## Results and discussion

The energy over elements is the energy per atom of a crystal less the energy per atom of the same element in its standard state, the form that is stable under ordinary conditions. The crystals here are hexagonal close-packed (hcp), computed with the PBE functional and no spin polarisation, with cell and atoms relaxed. Each started as a ruthenium crystal in which every atom was replaced, so that a row describes a pure element with no ruthenium left in it. A positive value means that the hcp form loses to the standard state.

Hcp crystals of six elements (P6_3/mmc, 2 atoms per cell), each made by replacing every atom of hcp Ru and relaxing cell and atoms with the symmetry kept. Computed with Ansatz 0.2.0: PBE, plane-wave PAW, scalar-relativistic, no spin polarisation, cutoff 420 eV, Gaussian smearing 0.1 eV. Energies are relative to the elements' standard states, without zero-point motion.

```
element  energy over elements (eV/atom)  volume per atom (Å³)   Z
     Ti                           0.000                 17.39  22
     Fe                           0.078                 10.20  26
     Zr                          -0.001                 23.40  40
     Mo                           0.440                 16.12  42
     Hf                          -0.001                 22.53  72
     Os                           0.001                 14.28  76
```

### Which form wins

Titanium, zirconium, hafnium and osmium are hcp in their standard states. Their rows compare a structure with itself, and the values lie within 0.001 eV/atom of zero, as they must. The order of these four has no meaning.

A contest takes place only for molybdenum and iron, whose standard states are body-centred cubic (bcc). In both, bcc is lower in energy. Hcp molybdenum lies 0.440 eV/atom above its standard state and hcp iron 0.078 eV/atom, so the margin is more than five times as wide for molybdenum. The two margins also have different origins, and this decides how each order could be reversed.

The table should not be read as a ranking of additions to ruthenium. Zirconium takes up 70 % more volume per atom than ruthenium and still shows no energy penalty, because it is compared with hcp zirconium and its cell was free to expand to the size that suits it. A small amount of zirconium dissolved in ruthenium is a different problem.

### Molybdenum: the electron count favours bcc

The cohesion of transition metals comes largely from their d electrons, whose levels broaden into a band. States in the lower part of the band are bonding, those in the upper part antibonding. A change of packing rearranges the states within the band, and whether this pays depends on how far the band is filled.

In a bcc metal the density of states has a deep minimum near the middle of the d band. States that would otherwise lie there are pushed down or up. With six valence electrons, as in molybdenum, the filling ends close to this minimum: the lowered states are occupied and the raised ones stay empty. The hcp arrangement has no comparably deep minimum at that place, so the same electrons have a higher energy on average. With four or eight valence electrons this advantage of bcc is gone, and hcp is preferred.

This is standard band theory, and the table supports it only in part. A rule that puts hcp above the standard state at six valence electrons, and not at four or eight, agrees with five of the six rows. Four of these agreements merely restate that the elements are known to be hcp. The rule gives a direction and no energy, so it doesn't explain why the excess of molybdenum is 0.44 eV rather than half as much. The row on which it fails is iron.

### Iron: magnetism overrules the electron count

Iron has eight valence electrons, like osmium, and by the filling rule it should be hcp. What the rule leaves out is ferromagnetism. In bcc iron without magnetic moments, the filling would end at a high peak in the density of states. Electrons can then move from one spin direction to the other at little cost in band energy, and the gain in exchange energy is larger than this cost. In osmium the d orbitals reach further out and the band is broader, so the same shift costs too much.

The magnetic moment brings iron close to the case of molybdenum. The moment of bcc iron is roughly 2.2 electron spins per atom (a recalled value), which leaves (8 − 2.2)/2 = 2.9 valence electrons in the minority spin direction. Molybdenum has 6/2 = 3 in each direction. The minority electrons of iron thus fill their band to about the level at which bcc is favoured, while the majority d band is nearly full and has little influence on the packing.

The energy of hcp iron can be written as a difference of two terms:

excess of hcp = (energy that bcc gains by magnetism) − (preference of nonmagnetic iron for hcp)

The left side is 0.078 eV/atom. If the second term is positive, as the filling argument requires, the magnetic gain of bcc must be larger than 0.078 eV/atom. The two terms can't be separated here, since that would need a calculation of bcc iron without moments. The equation also takes the reference to be ferromagnetic bcc iron, which the table doesn't state. The positive sign fits this, since hcp iron would be expected to lie below bcc iron without moments.

### How safe the order is

For molybdenum the order is safe. Functionals of this kind usually err by some hundredths of an eV per atom in the energy difference between two metal structures, a rough figure that is about a tenth of the margin. The margin belongs to an hcp cell of unusual shape, however. Its ratio of height to edge, c/a, is 1.78, against 1.58 for the titanium, iron, hafnium and osmium cells.

This stretch splits the twelve nearest neighbours of a molybdenum atom into six at 2.76 Å within a layer and six at 2.92 Å in the layers above and below. The relaxation kept the hexagonal symmetry, and no vibrational frequencies were computed. The crystal may therefore be unstable against a distortion that lowers the symmetry. Such a distortion would lead away from hcp, and the hcp form would still be the loser.

For iron the margin is only a few times the usual error, or less, and the hcp crystal was computed without spin. PBE is known to give a slightly lower energy for hcp iron with antiferromagnetic order. The value of 0.078 eV/atom is thus an upper estimate of what hcp iron costs with this functional. The order itself agrees with the known standard state of iron.

### What would reverse it

Pressure favours the denser form, and for iron that is hcp. The two forms are in balance when their enthalpies, energy plus pressure times volume, are equal:

P = (energy of hcp − energy of bcc) / (volume of bcc − volume of hcp)

The table gives 0.078 eV for the numerator and 10.20 Å³ for the hcp volume. The volume of bcc iron isn't in the table; a rough recalled value is 11 to 12 Å³ per atom. With 12 Å³ the volume difference is 1.8 Å³, and 0.078/1.8 = 0.043 eV/Å³, which is about 7 GPa. With 11 Å³ the result is about 16 GPa.

The estimate treats both forms as incompressible and takes hcp iron without moments, so only its order of magnitude counts: about 10 GPa, or a hundred thousand atmospheres. The measured transition of iron to hcp lies in the same range, as far as a rough recalled value can tell.

The same reasoning offers no easy reversal for molybdenum. At 100 GPa its hcp form would have to be denser than bcc by 0.7 Å³ per atom, about 4 % of its volume. The computed hcp volume is 16.12 Å³, and that of bcc molybdenum is also roughly 16 Å³ (recalled), so no such advantage is visible at zero pressure.

Entropy isn't expected to reverse either order at room temperature. To win at 300 K, the hcp form would need an entropy advantage of about 3 k_B per atom in iron and 17 k_B in molybdenum, where k_B is Boltzmann's constant. Differences in vibrational entropy between two solid forms of a metal are usually well below 1 k_B.

The remaining route is to change the electrons. Iron would be expected to turn to hcp if its atoms lost their magnetic moments, since the electron count would then decide, as it does in osmium. Heating above the Curie temperature doesn't achieve this, because it disorders the moments but doesn't remove them. Molybdenum has no magnetic contribution to lose; its d band would have to be filled to a different level. The direct way is to alloy it with a metal that has more valence electrons, such as ruthenium, which is expected to shift the balance towards hcp. For a neighbouring metal the same two questions serve as a guide: how many valence electrons it has, and whether it is magnetic. The printed output below lists the test of the filling rule on all six rows and the estimates for pressure and entropy.

Output of the analysis:

```
Size change and energy:
  row  valence electrons  volume change against Ru (%)  hcp above standard state (meV/atom)  filling rule says above (1 = yes)  found above (1 = yes)
   Ti                  4                         26.29                                    0                                  0                      0
   Fe                  8                        -25.93                                   78                                  0                      1
   Zr                  4                         69.93                                   -1                                  0                      0
   Mo                  6                         17.07                                  440                                  1                      1
   Hf                  4                         63.62                                   -1                                  0                      0
   Os                  8                         3.704                                    1                                  0                      0
Rows where the filling rule agrees, of six: 5
Largest departure from zero where hcp is the standard state (meV/atom): 1
Excess of hcp Mo over that of hcp Fe (ratio): 5.641
Entropy advantage hcp Fe would need at 300 K (kB per atom): 3.017
Entropy advantage hcp Mo would need at 300 K (kB per atom): 17.02
Rough pressure that reverses Fe, bcc volume 12 A^3 (GPa): 6.943
Rough pressure that reverses Fe, bcc volume 11 A^3 (GPa): 15.62
Volume advantage hcp Mo would need for reversal at 100 GPa (A^3 per atom): 0.705
The same as a share of the hcp Mo volume (%): 4.373
c/a of hcp Mo: 1.779
c/a of hcp Fe: 1.581
c/a of hcp Os: 1.58
c/a of hcp Ti: 1.581
c/a of hcp Hf: 1.582
c/a of ideal close packing: 1.633
Mo neighbour distance within a layer (A): 2.756
Mo neighbour distance between layers (A): 2.923
```
